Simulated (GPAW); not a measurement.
A run of GPAW 26.7.0 is set up as follows.

Contents of run.py:

```python
from ase.dft.bandgap import bandgap
from ase.io import read, write
from ase.units import Bohr, GPa
from gpaw import GPAW, PW
from gpaw.elf import elf_from_dft_calculation

atoms = read('TiC.xyz')

calc = GPAW(mode=PW(800),
            xc='PBE',
            kpts={'size': (11, 11, 11), 'gamma': True},
            occupations={'name': 'methfessel-paxton', 'order': 0, 'width': 0.028999999999999998},
            nbands=18,
            convergence={'density': 1e-05, 'energy': 1e-05},
            maxiter=150,
            txt='gpaw.txt')
atoms.calc = calc
energy = atoms.get_potential_energy()
forces = atoms.get_forces()
stress = atoms.get_stress()
calc.write('gs.gpw')
write('result.traj', atoms)
print(f'Energy: {energy:.6f} eV')
print('Forces (eV/A):')
print(forces.round(4))
print('Stress (GPa):', (stress / GPa).round(3))
print('Fermi level:', round(calc.get_fermi_level(), 4), 'eV')
print(f'Gap: {bandgap(calc)[0]:.4f} eV, direct: {bandgap(calc, direct=True)[0]:.4f} eV')

# fields on the real-space grid
write('density.cube', atoms, data=calc.get_pseudo_density() * Bohr**3)
write('potential.cube', atoms, data=calc.get_electrostatic_potential())
write('elf.cube', atoms, data=elf_from_dft_calculation(calc).data)
```

The input TiC.xyz:

```xyz
2
Lattice="0.0000000000 2.1657188437 2.1657188437 2.1657188437 0.0000000000 2.1657188437 2.1657188437 2.1657188437 0.0000000000" Properties=species:S:1:pos:R:3 pbc="T T T"
Ti     0.0000000000      0.0000000000      0.0000000000
C      2.1657188437      2.1657188437      2.1657188437
```

Potentials or basis: GPAW PAW data sets (gpaw-data 1.2.1), pw.

The run is started by

```console
$ OMP_NUM_THREADS=1 python run.py
```

Estimate the pressure.

0.9 GPa.

Estimate the band gap on the k mesh.

none (metal or under the smearing width).
